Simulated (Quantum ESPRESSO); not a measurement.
**C: Wannier functions with LDA**

C:

```
C
1.0
     4.25517    0.00000    0.00000
     0.00000    4.25517    0.00000
     0.00000    0.00000    1.28229
C
1
Direct
  0.50000 0.50000 0.50000
```

The cell was built by a generator and needn't be a form met in nature.

```json
{"Program": "Quantum ESPRESSO 7.5", "Task": "Wannier functions", "Functional": "LDA", "Potentials or basis": "PseudoDojo 0.4.1 SR LDA standard", "Cutoff": "1116 eV", "Density cutoff": "4463 eV", "k mesh": "5 × 5 × 16", "Occupations": "fermi-dirac, width 0.05 eV", "Spin": "no spin polarisation", "Iterations": "0", "Form of the LDA correlation": "PW92", "Mixing beta": "0.5", "Most SCF iterations": "120", "SCF threshold": "2e-10 Ry", "k mesh for the Wannier functions": "4 × 4 × 8", "Projections": "C sp"}
```

| Quantity | Value |
| --- | --- |
| Pressure | -1.2 GPa |
| Band gap on the k mesh | none (metal or under the smearing width) |
| Total Wannier spread | 11.67 Å² over 4 functions |
| RMS miss of the Wannier bands | 0.214 eV |

Stress tensor (GPa, compression positive):
```
-0.99  0.00  0.00
 0.00 -0.99  0.00
 0.00  0.00 -1.67
```

Levels at the corners of the path, in eV from the Fermi level:
```csv
point,band 1,band 2,band 3,band 4,band 5,band 6,band 7
Γ,-16.03,-5.15,-5.15,3.61,7.88,12.56,12.56
X,-15.99,-5.56,-5.11,6.06,6.08,10.25,13.10
M,-15.95,-5.49,-5.49,5.77,8.54,8.54,12.56
Γ,-16.03,-5.15,-5.15,3.61,7.88,12.56,12.56
Z,-9.09,8.81,11.10,11.10,23.85,23.85,24.67
R,-9.09,8.87,10.99,11.11,22.23,24.03,26.87
A,-9.08,8.94,11.00,11.00,22.60,22.60,28.56
Z,-9.09,8.81,11.10,11.10,23.85,23.85,24.67
X,-15.99,-5.56,-5.11,6.06,6.08,10.25,13.10
R,-9.09,8.87,10.99,11.11,22.23,24.03,26.87
M,-15.95,-5.49,-5.49,5.77,8.54,8.54,12.56
A,-9.08,8.94,11.00,11.00,22.60,22.60,28.56
```

Wannier functions:
```tsv
function	nearest atom	distance (Å)	spread (Å²)	on-site energy from the reference level (eV)
1	1 C	0.16	1.36	0.93
2	1 C	0.25	8.67	-2.24
3	1 C	0.00	0.81	1.38
4	1 C	0.00	0.82	1.38
```

Parts of the spread (Å²): invariant 2.34, diagonal 7.661, off-diagonal 1.66, total 11.67. Against the direct bands the interpolation misses by 214 meV (root mean square) and 1062 meV at most, for states up to 1 eV over the reference level.

Wall time 48 s on 1 thread of Intel(R) Xeon(R) 6975P-C (Granite Rapids), on a shared host, peak memory 0.09 GiB.
